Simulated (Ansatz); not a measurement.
Starting cell, CaF2 (fluorite):

```yaml
crystal:
  lattice:
    - [0.00000, 2.75548, 2.75548]
    - [2.75548, 0.00000, 2.75548]
    - [2.75548, 2.75548, 0.00000]
  atoms:
    - { symbol: Ca, position: [0.00000, 0.00000, 0.00000] }
    - { symbol: F, position: [0.25000, 0.25000, 0.25000] }
    - { symbol: F, position: [0.75000, 0.75000, 0.75000] }
```

Two-dimensional scan of atom 3 (F, nearest neighbour Ca at 2.386 Å; its periodic images, 3.9 Å or more away, move with it): u runs along (1.000, 0.000, 0.000), v along (0.000, 0.000, 1.000) (Cartesian). Cell and other atoms are fixed.

Method: PBE (plane waves to 420 eV, PAW, scalar-relativistic; Ansatz, an electronic-structure program). k mesh 8×8×8 (Γ-centred), Fermi-Dirac smearing 0.05 eV. E stands for the smeared free energy. CaF2 was relaxed with its symmetry unable to fall. The zero of ΔE is the undisplaced structure. Axes are in Å.

```tsv
ΔE (meV/cell)	u = -0.360	u = -0.240	u = -0.120	u = 0.000	u = 0.120	u = 0.240	u = 0.360
v = -0.360	638	440	325	(withheld)	325	440	638
v = -0.240	440	261	(withheld)	124	(withheld)	261	440
v = -0.120	325	(withheld)	62	30	62	(withheld)	325
v = 0.000	(withheld)	124	30	0	30	124	(withheld)
v = 0.120	325	(withheld)	62	30	62	(withheld)	325
v = 0.240	440	261	(withheld)	124	(withheld)	261	440
v = 0.360	638	440	325	(withheld)	325	440	638
```

Question: Fill in the missing entries.

Answer: 
- v = -0.360, u = 0.000: 287
- v = -0.240, u = -0.120: 158
- v = -0.240, u = 0.120: 158
- v = -0.120, u = -0.240: 158
- v = -0.120, u = 0.240: 158
- v = 0.000, u = -0.360: 287
- v = 0.000, u = 0.360: 287
- v = 0.120, u = -0.240: 158
- v = 0.120, u = 0.240: 158
- v = 0.240, u = -0.120: 158
- v = 0.240, u = 0.120: 158
- v = 0.360, u = 0.000: 287

(A displaced cell: forces are minus the slopes of the energy, force constants its curvatures, and phonons follow from these.)
